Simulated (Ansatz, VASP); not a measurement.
## SnO2 in VASP and in Ansatz

INCAR

```
ALGO     = Normal         # electronic algorithm
EDIFF    = 1E-6           # SCF threshold, eV
ENCUT    = 520            # plane-wave cutoff, eV
GGA      = PS             # functional
ISIF     = 2              # what is computed and relaxed
ISMEAR   = 0              # smearing method
LASPH    = True           # aspherical terms in the spheres
LCHARG   = False          # write CHGCAR
LREAL    = False          # projectors in reciprocal space
LWAVE    = False          # write WAVECAR
NBANDS   = 20             # bands
NELM     = 100            # most SCF steps
PREC     = Accurate       # precision mode
SIGMA    = 0.05           # smearing width, eV
```

File KPOINTS:

```
k-points
0
Gamma
  12 12 12
```

The input POSCAR:

```
SnO2
1.0
    1.6856500000      0.9732104813      4.7632000000
   -1.6856500000      0.9732104813      4.7632000000
    0.0000000000     -1.9464209625      4.7632000000
Sn O
1 2
Direct
    0.5000000000      0.5000000000      0.5000000000
    0.2414378084      0.2414378084      0.2414378084
    0.7585621916      0.7585621916      0.7585621916
```

Input for Ansatz:

```yaml
crystal:
  lattice:
    - [1.68565, 0.9732104813, 4.7632]
    - [-1.68565, 0.9732104813, 4.7632]
    - [0.0, -1.9464209625, 4.7632]
  atoms:
    - { symbol: Sn, position: [0.5, 0.5, 0.5] }
    - { symbol: O, position: [0.2414378084, 0.2414378084, 0.2414378084] }
    - { symbol: O, position: [0.7585621916, 0.7585621916, 0.7585621916] }
basis:
  ecutwfc: 520.0
kpoints:
  mp_grid: { grid: [12, 12, 12] }
hamiltonian:
  xc: pbesol
  pseudopotentials: { kind: paw, azcp: { folder: soft_1 } }
scf:
  occupations: { method: gaussian, width: 0.05 }
output:
  forces: true
  stress: true
  eigenvalues: true
```

Alike in both runs: task single point; functional PBEsol; k mesh 12 × 12 × 12; occupations gaussian, width 0.05 eV; no spin polarisation.

|  | VASP | Ansatz |
| --- | --- | --- |
| version | VASP 6.6.1 | Ansatz 0.2.0 |
| potentials or method | VASP PAW PBE potentials, release 64 (Sn_d, O) | scalar-relativistic, plane waves, PAW |
| plane-wave cutoff (eV) | 520 | 520 |
| valence electrons in the cell | 26 | 26 |

|  | VASP | Ansatz | Ansatz less VASP |
| --- | --- | --- | --- |
| gap on the k mesh at the Fermi level (eV) | 0.95 | 0.97 | +0.017 |
| least direct gap on the mesh (eV) | 0.95 | 0.97 | +0.017 |
| pressure (GPa) | -17.9 | -18.3 | -0.37 |
| largest component of the traceless stress (GPa) | 5.70 | 5.99 | +0.283 |
| rms of the force components (eV/Å) | 0.693 | 0.713 | +0.0199 |

Atom by atom the forces differ by 0.020 eV/Å (rms over components). Ansatz warned: «pseudo_functional_mismatch».

Caveats: so large a pressure means that the cell lies far from this level's equilibrium, or that cutoff or potentials fall short (VASP); the potentials were made for another functional, which shifts forces and pressure (VASP); spin-orbit coupling is left out, which moves the levels of the heavy elements. PBEsol gaps usually lie below the measured ones, often by a third to a half. A k mesh can miss the band edges.
